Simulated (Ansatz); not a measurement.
# Alloy of ZnO and MgO (10 of 96 Zn sites exchanged), 192 atoms

Aim: relax the alloy cell and compare the gap by PBEsol, PBE, r²SCAN and HSE06.

Program: Ansatz 0.2.0, PAW, plane waves. These are calculated values, not measurements.

## (1) The starting cell

192 atoms (86 Zn, 10 Mg, 96 O); a = 12.949 Å, b = 16.821 Å, c = 10.391 Å, α = 90.00°, β = 90.00°, γ = 90.00°. All atoms were shaken off their sites by about 0.02 Å along each axis.

Steps to follow: (2) PBEsol cell relaxation at the single k point (½, ½, ½), on 1 × NVIDIA GB300 Max-Q with 32 threads of Arm Neoverse-V2; (3) PBE single point at the Γ point alone, on 1 × NVIDIA GB300 Max-Q with 32 threads of Arm Neoverse-V2; (4) r²SCAN single point at the Γ point alone, on 1 × NVIDIA GB300 Max-Q with 32 threads of Arm Neoverse-V2; (5) HSE06 single point at the Γ point alone, on 1 × NVIDIA GB300 Max-Q with 32 threads of Arm Neoverse-V2.

## (2) PBEsol relaxation of the cell and the positions

The input, in.yaml:

```yaml
crystal:
  lattice:
    - [12.948502, 0.000000, 0.000000]
    - [0.000000, 16.820598, 0.000000]
    - [0.000000, 0.000000, 10.391099]
  atoms:
    - { symbol: Zn, position: [0.126273, 0.057275, 0.251072] }
    - { symbol: Zn, position: [0.125327, 0.053175, 0.747665] }
    - { symbol: Zn, position: [0.001026, 0.221109, 0.248722] }
    - { symbol: Zn, position: [0.003268, 0.222172, 0.746031] }
    # ... 188 atom lines left out here ...
kpoints:
  mp_grid: { grid: [1, 1, 1], shift: [0.5, 0.5, 0.5] }
hamiltonian:
  xc: pbesol
scf:
  occupations: { method: fermi_dirac, width: 0.01 }
relax:
  f_tol: 0.03
  max_steps: 80
  escape_saddle: false
  adjacent_minimum: "off"
  cell: { fix: [alpha, beta, gamma] }
output:
  forces: true
  eigenvalues: true
  populations: true
```

Command:

```
> ansatz run in.yaml --threads 32 --pin off --max-ram 171000MiB --runs-dir r --events-out ev --progress --plain --backend cuda --devices 0,
```

After this run come: PBE single point; Single point with r²SCAN; HSE06 single point.

Q: Predict the outcome of this session. Wanted: for each run, top filled to lowest empty.

**Answer**, as computed:

| level | time | k points | top filled to lowest empty (eV) |
| --- | --- | --- | --- |
| PBEsol, relaxation | 14 s (GPU) | (½, ½, ½) | 2.83 |
| PBE | 7.6 s (GPU) | Γ | 1.03 |
| r²SCAN | 11 s (GPU) | Γ | 1.47 |
| HSE06 | 3 min (GPU) | Γ | 2.77 |

| quantity | value |
| --- | --- |
| relaxation | 5 recorded steps, 1.56 eV gained |
| largest shift | 0.08 Å (Mg89) |
| relaxed cell | a = 12.922 Å, b = 16.812 Å, c = 10.419 Å, α = 90.00°, β = 90.00°, γ = 90.00° |
| mean bonds | Mg–O 1.969, O–Zn 1.972 Å |

**In words.** The relaxation lowers the energy by 1.56 eV; the largest shift is 0.08 Å (Mg89), while the volume changes by +0.0 %. The mean lengths differ by only 0.00 Å, over all coordinations together. At the same k points, PBE gives a spacing 1.73 eV smaller and r²SCAN gives a spacing 1.29 eV smaller than the 2.77 eV of HSE06. The relaxation ran on other k points, so part of any difference from the later rows can come from the mesh. The HSE06 single point took about 23 times as long as the PBE one on the same kind of device. With one k point the spacing samples only the states that fold onto it, so it can exceed the gap over the zone.
